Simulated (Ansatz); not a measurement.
Structure: SiC built on the zincblende prototype, at its r2SCAN minimum. The symmetry is F-43m (No. 216, cubic); conventional cell a = 4.356 Å, 10.33 Å³ an atom. Si is surrounded by 4 C at 1.89 Å; C is surrounded by 4 Si at 1.89 Å.

```cif
data_structure
_symmetry_space_group_name_H-M 'F-43m'
_symmetry_Int_Tables_number 216
_cell_length_a 4.3561
_cell_length_b 4.3561
_cell_length_c 4.3561
_cell_angle_alpha 90.000
_cell_angle_beta 90.000
_cell_angle_gamma 90.000
_cell_volume 82.66
loop_
_atom_site_label
_atom_site_type_symbol
_atom_site_symmetry_multiplicity
_atom_site_Wyckoff_symbol
_atom_site_fract_x
_atom_site_fract_y
_atom_site_fract_z
_atom_site_occupancy
Si1 Si 4 a 0.00000 0.00000 0.00000 1
C1 C 4 d 0.25000 0.25000 0.75000 1
```

The questions ask for values computed with Ansatz on this geometry. The values are computed, spin-unpolarised.

(1) What gap does r2SCAN give, and where are the band edges?

(2) How does the gap change from r2SCAN to PBE (10×10×10)?

(3) How does the gap change from r2SCAN to DDH-PBE0 (8×8×8)?

(4) How does the gap change from r2SCAN to Hartree-Fock (8×8×8)?

(5) What does G0W0@PBE with 153 empty bands, a screening cutoff of 220 eV and a 6×6×6 mesh give?

(6) Roughly how does the cost of the HSE06 run (8×8×8) compare with r2SCAN's (10×10×10)?

(7) What are ε∞ and the Born charges with r2SCAN?

(8) Relaxed again with PBEsol, is the cell stable at the zone centre, and where do its optical modes lie?

(9) How do these values compare with experiment?

Results:

(1) The r2SCAN gap is indirect, 1.71 eV (Γ to X), below the direct gap of 5.05 eV at X.

(2) The PBE gap is indirect, 1.36 eV (Γ to X), below the direct gap of 4.55 eV at X. The gap differs by -0.35 eV from r2SCAN's.

(3) With DDH-PBE0 the valence top lies at Γ and the conduction bottom at X, 2.26 eV higher; the smallest vertical gap, at X, is 5.63 eV. The share of exact exchange is 0.144. The gap differs by +0.55 eV from r2SCAN's.

(4) With Hartree-Fock the valence top lies at Γ and the conduction bottom at X, 8.66 eV higher; the smallest vertical gap, at X, is 12.95 eV. The gap differs by +6.95 eV from r2SCAN's.

(5) 2.27 eV (PBE's gap over the path plus the quasiparticle shift read on the mesh). G0W0 moves the gap on the mesh from 1.35 eV (PBE) to 2.26 eV (Γ to X). Renormalisation factors Z lie between 0.77 and 0.82. G0W0 here is at a finite number of bands, screening cutoff and k mesh, not at the basis limit.

(6) About 16 times as much (90 core-seconds against 5 core-seconds, on 4 threads of Arm Neoverse N1 (shared host)).

(7) The clamped-ion dielectric constant comes out as 6.52 in all directions. Born charges, averaged over directions: Si +2.72, C -2.72 e.

(8) The optical mode at Γ lies at 787 cm⁻¹ without the longitudinal term. With the long-range field the highest mode reaches 956 cm⁻¹. The program warns that the force constants, and all that is formed from them, aren't settled on this k mesh.

(9)
Set against measured values:
- Gap, measured 2.4 eV (indirect): r2SCAN 1.71 (-0.69), PBE 1.36 (-1.04), DDH-PBE0 2.26 (-0.14), Hartree-Fock 8.66 (+6.26), HSE06 2.23 (-0.17) eV. Source: 2.4 eV (indirect gap; literature value; measurement temperature and method not stated; quoted in “Insight into the structural, elastic and electronic properties of a new orthorhombic 6O-SiC polytype”, 2020, pmc:7200658).
Measured gaps include zero-point and thermal shifts, optical ones also the exciton binding, and spin-orbit coupling, which these levels lack. Reports marked as nanostructured, strained, doped, implanted or mixed samples, and transport gaps, were set aside.

The meshes of the hybrids are coarse, so their gaps aren't converged to the digits shown.
